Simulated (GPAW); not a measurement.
Runs of GPAW 26.7.0 on SnO2 (Cassiterite). It takes space group P4_2/mnm (No. 136, tetragonal). Conventional cell: a = 4.738 Å, b = 4.738 Å, c = 3.187 Å, α = 90.00°, β = 90.00°, γ = 90.00°. Around Sn (site symmetry mmm) lie 6 O at 2.05 to 2.06 Å. O (site symmetry m2m) is surrounded by 3 Sn at 2.05 to 2.06 Å. 

```tsv
task	level	potentials or basis	spin	cell	k mesh	cutoff (eV)	fermi k mesh	convergence	supercell	supercell k mesh	displacement	grid spacing	mesh quality	gap on the mesh (eV)	pressure (GPa)	largest force (eV/Å)
Fermi surface	TASK	GPAW PAW data sets (gpaw-data 1.2.1), pw	off	as given	5 × 5 × 7	800	8 × 8 × 12	-	-	-	-	-	not flagged	2.92	11.0	0.33
phonons	revPBE+D3(BJ)+ATM	the program's PAW data sets (release 1.2.1) made for this functional, lcao:dzp	off	atoms relaxed	4 × 4 × 6	-	-	density=1e-06	1 × 1 × 1	4 × 4 × 6	0.01	0.16 Å	not flagged	1.05	-	-
Fermi surface	r2SCAN	GPAW PAW data sets (gpaw-data 1.2.1), pw	off	as given	6 × 6 × 8	800	10 × 10 × 12	-	-	-	-	-	not flagged	2.02	1.8	0.21
band structure	BEEF-vdW	GPAW PAW data sets (gpaw-data 1.2.1), pw	SOC, no magnetisation	as given	4 × 4 × 5	800	-	-	-	-	-	-	coarse	(b)	-	(a)
electron localisation function	TASK	GPAW PAW data sets (gpaw-data 1.2.1), pw	off	as given	5 × 5 × 7	800	-	-	-	-	-	-	not flagged	2.92	11.0	0.33
relaxation of cell and atoms	revPBE+D3	the program's PAW data sets (release 1.2.1) made for this functional, pw	off	relaxed	4 × 4 × 5	800	-	-	-	-	-	-	coarse	0.93	0.0	-
```

Alike in all rows: smearing fermi-dirac 0.05 eV.

Problem. Fill in the values left out.

Solution. (a) 0.29; (b) 1.51.

Caveats: spin-orbit coupling is left out, which moves the levels of the heavy elements (some runs); the PAW data sets were made with another functional, which shifts forces and pressure a little (some runs); the real-space grid adds noise to forces (some runs); some modes are imaginary (some runs); the LO-TO splitting is left out (some runs); the basis of atomic orbitals isn't converged, which shifts pressures, moduli and gaps (some runs); spin-orbit coupling was added after a scalar SCF, so levels and gaps hold it while energy, forces, pressure and moments don't (some runs).

A k mesh can miss the band edges, and rows without SOC leave out spin-orbit coupling on Sn.

Runs at the PBE level aren't shown here.
